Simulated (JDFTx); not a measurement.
A run of JDFTx 1.7.0 (patched build):

Contents of Ag.in:

```
lattice \
   -3.1287326171     3.1287326171     3.1287326171 \
    3.1287326171    -3.1287326171     3.1287326171 \
    3.1287326171     3.1287326171    -3.1287326171
coords-type Lattice
ion Ag     0.0000000000     0.0000000000     0.0000000000 1

ion-species pseudo/Ag.upf
elec-cutoff 41
elec-ex-corr gga-PBE
kpoint-folding 11 11 11
elec-smearing Fermi 0.0018374661
elec-n-bands 15
electronic-SCF nIterations 100 energyDiffThreshold 1e-09
electronic-minimize nIterations 30 energyDiffThreshold 1e-7
converge-empty-states yes
forces-output-coords Cartesian

dump-name run.$VAR
dump End Ecomponents EigStats BandEigs Kpoints Forces Stress ElecDensity Dtot KEdensity
```

Potentials or basis: PseudoDojo-SR-PBE-0.5-standard.

Run with:

```bash
$ jdftx -c 1 -i Ag.in -o Ag.out
```

Hardware: 1 thread of Intel(R) Xeon(R) Platinum 8375C CPU @ 2.90GHz (Ice Lake), with other jobs on the host.

How long does it take, and how much memory?

Wall time 17 s on 1 thread of Intel(R) Xeon(R) Platinum 8375C CPU @ 2.90GHz (Ice Lake) (shared host), peak memory 0.08 GiB. Counts: scf iterations 9, bands 15, k points 56, plane waves 1535.
